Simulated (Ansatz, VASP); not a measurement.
# Two plane-wave programs on TiAl

```
Ti Al
1.0
     3.17906    0.00000    0.00000
     0.00000    3.17906    0.00000
     0.00000    0.00000    3.17906
Ti Al
1 1
Direct
  0.00000 0.00000 0.00000
  0.50000 0.50000 0.50000
```

The cell comes from a database or a generator and needn't be the stable form of this composition.

Alike in both runs: task single point; functional PBE; k mesh 16 × 16 × 16; occupations gaussian, width 0.15 eV; no spin polarisation.

```csv
,VASP,Ansatz
version,VASP 6.6.1,Ansatz 0.2.0
potentials or method,"VASP PAW PBE potentials, release 64 (Ti_sv, Al)","scalar-relativistic, plane waves, PAW"
plane-wave cutoff (eV),520,420
valence electrons in the cell,15,15
```

|  | VASP | Ansatz | Ansatz less VASP |
| --- | --- | --- | --- |
| gap on the k mesh at the Fermi level (eV) | none | none | - |
| pressure (GPa) | 0.8 | 0.8 | +0.06 |

A gap of «none» marks a metal or a gap that the smearing closes.
